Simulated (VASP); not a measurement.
# NaI in VASP: one cell, several levels of theory

Aim: gap, levels, forces and stress of NaI, CsCl type, under +5.6 % biaxial strain in x and y, free along z at fixed geometry. Runs: PBE, r2SCAN. This is a trial cell built on a prototype, not taken from a measured structure, and it needn't be the compound's ground state.

The runs shown are made with VASP 6.6.1. PAW datasets, plane waves. The structure was generated, not taken from experiment, and needn't be the ground state; spin polarisation is off.

### 1 Starting point

The cell comes from an earlier relaxation with r2SCAN in another program, then strained, with the atoms relaxed again.

The symmetry is P4/mmm (No. 123, tetragonal); conventional cell a = 4.268 Å, c = 4.049 Å, 36.89 Å³ an atom. Near Na stand 8 I at 3.63 Å and 2 Na at 4.05 Å; near I stand 8 Na at 3.63 Å and 2 I at 4.05 Å.

Coordinates:

```
CELL_PARAMETERS angstrom
4.26842 0.00000 0.00000
0.00000 4.26842 0.00000
0.00000 0.00000 4.04914
ATOMIC_POSITIONS crystal
Na 0.00000 0.00000 0.00000
I 0.50000 0.50000 0.50000
```

### 2 PBE

File INCAR:

```
ENCUT = 520.000000
SIGMA = 0.020000
EDIFF = 1.00e-07
GGA = PE
PREC = Accurate
IBRION = -1
ISIF = 2
ISMEAR = -1
NBANDS = 14
NELM = 120
NSW = 0
LASPH = .TRUE.
LCHARG = .FALSE.
LWAVE = .FALSE.
LREAL = .FALSE.
```

File KPOINTS:

```
KPOINTS created by Atomic Simulation Environment
0
Gamma
6 6 6
0 0 0
```

File KPOINTS_OPT:

```
special points
4
Reciprocal
0.0000000000 0.0000000000 0.0000000000 1
0.0000000000 0.5000000000 0.0000000000 1
0.5000000000 0.5000000000 0.0000000000 1
0.5000000000 0.5000000000 0.5000000000 1
```

File POSCAR:

```
Na I
 1.0000000000000000
     4.2684229626999999    0.0000000000000000    0.0000000000000000
     0.0000000000000000    4.2684229626999999    0.0000000000000000
     0.0000000000000000    0.0000000000000000    4.0491393820999999
 Na  I
   1   1
Cartesian
  0.0000000000000000  0.0000000000000000  0.0000000000000000
  2.1342114813499995  2.1342114813499995  2.0245696910499995
```

Potentials: the recommended PBE PAW datasets, 14 valence electrons in the neutral cell.

Launch:

```
$ mpirun -np 1 vasp_std
```

### 3 r2SCAN

File INCAR:

```
ENCUT = 520.000000
SIGMA = 0.010000
EDIFF = 1.00e-07
ALGO = Normal
METAGGA = R2SCAN
PREC = Accurate
IBRION = -1
ISIF = 2
ISMEAR = 0
NBANDS = 14
NELM = 120
NSW = 0
LASPH = .TRUE.
LCHARG = .FALSE.
LWAVE = .FALSE.
LREAL = .FALSE.
```

KPOINTS is that of step 2.

KPOINTS_OPT is that of step 2.

POSCAR is that of step 2.

Q: Predict the outcome of this session. Wanted: for each run, gap; pressure.

The runs gave:

| level | gap (eV) | pressure (GPa) |
| --- | --- | --- |
| PBE | 1.91 | -1.20 |
| r2SCAN | 2.63 | -1.52 |

**Reading.** The gap spans 1.91 eV (PBE) to 2.63 eV (r2SCAN). Spin-orbit coupling is left out, though the cell holds I (Z = 53); in an element this heavy it can shift bands and gaps by tenths of an eV.
